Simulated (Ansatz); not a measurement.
**Pt (Fm-3m): series of slab calculations from a Python script**

Aim: a series of slab calculations, for Pt (Fm-3m), run from a script.

Computed with Ansatz 0.2.0 through its Python package. Level of theory: DFT PBE, plane waves, PAW.

### 1 The system

The structure is cubic, space group Fm-3m (No. 225). The conventional cell has a = 3.922 Å, b = 3.922 Å, c = 3.922 Å, α = 90.00°, β = 90.00°, γ = 90.00°. Pt (site symmetry m-3m) has 12 Pt at 2.77 Å as nearest neighbours.

No structure file is read: the coordinates are typed or built in the script.

### 2 The script

Input file pt.py:

```python
# -*- coding: utf-8 -*-
'''Surface of Pt against the number of layers.'''

import logging
import sys

import ansatz as az
from ase import Atoms
from ase.build import surface
import numpy as np
import pandas as pd

logging.basicConfig(stream=sys.stdout, format='%(levelname)s:%(name)s:%(message)s')
logger = logging.getLogger('run')
logger.setLevel(logging.INFO)

atoms = Atoms(
    ['Pt'],
    scaled_positions=[
        (0.0, 0.0, 0.0),
    ],
    cell=[
        (0.0, 1.9609, 1.9609),
        (1.9609, 0.0, 1.9609),
        (1.9609, 1.9609, 0.0),
    ],
    pbc=True,
)
# the plane is named in the basis of this cell
rows = []
for value in [3, 4, 5, 6]:
    slab = surface(atoms, (1, 0, 1), value, vacuum=8.0)
    slab.pbc = True
    model = (
        az.Crystal.from_ase(slab).calculation()
        .functional('pbe')
        .occupations('cold')
        .kpoints(7, 7, 1)
        .electric_field(axis=3, dipole_correction=True)
    )
    rep = model.run().report
    face = rep['work_function']
    rows.append((value, len(slab), rep['free_energy_ev'], face['dipole_moment_e_ang'], face.get('phi_plus_ev'), face.get('phi_minus_ev')))

print(pd.DataFrame(rows, columns=['layers', 'atoms', 'F (eV)', 'dipole (e A)', 'phi upper (eV)', 'phi lower (eV)']).round(4).to_string(index=False))
# the slope is the bulk energy, the intercept twice the surface energy
slope, intercept = np.polyfit([row[1] for row in rows[1:]], [row[2] for row in rows[1:]], 1)
area = np.linalg.norm(np.cross(slab.cell[0], slab.cell[1]))
logger.info(f'bulk {slope:.4f} eV/atom, mean surface energy {intercept / (2 * area) * 16.02177:.3f} J/m^2')
```

### 3 The input behind the calls

The package turns the script's settings into the engine's input (first run):

```yaml
crystal:
  lattice:
    - [2.773131374457402, 0.0, 0.0]
    - [2.059482166965393e-17, 2.773131374457402, 0.0]
    - [0.0, 0.0, 19.9218]
  atoms:
    - { symbol: Pt, position: [0.0, 0.0, 0.40157013924444573] }
    - { symbol: Pt, position: [0.4999999999999999, 0.49999999999999994, 0.5] }
    - { symbol: Pt, position: [0.9999999999999998, 0.9999999999999999, 0.5984298607555543] }
kpoints:
  mp_grid:
    grid: [7, 7, 1]
hamiltonian:
  xc: pbe
efield:
  axis: 3
  dipole_correction: true
scf:
  occupations:
    method: cold
```

### 4 Launch

On the command line:

```
$ python pt.py
```

Q: Predict the main results. Wanted: mean surface energy; vacuum level less Fermi level, upper / lower face.

The runs gave:

| quantity | value |
| --- | --- |
| mean surface energy | 1.764 J/m² |
| runs compared | 4 |
| vacuum level less Fermi level, upper / lower face (run 4) | 5.53 / 5.53 eV |

**Reading.** Miller indices refer to the cell that the script starts from. The surface energy is the mean of both faces of a thin slab, not converged with thickness, and the slab isn't relaxed, which would lower it. All 4 runs converged (8 to 10 cycles). Both faces give the same value. Reading the output:
- Spin is left out of this run.
- The mesh is modest for a metal, so energies can be off by several to tens of meV an atom and pressures by half a GPa or more; differences at equal mesh fare better.
- Spin-orbit coupling, which matters for elements this heavy, is left out.
- The slabs are thin, unrelaxed cuts of the structure as given, on a modest mesh, so the surface energy isn't converged; Miller indices refer to the cell as typed, and unlike faces give only a mean.
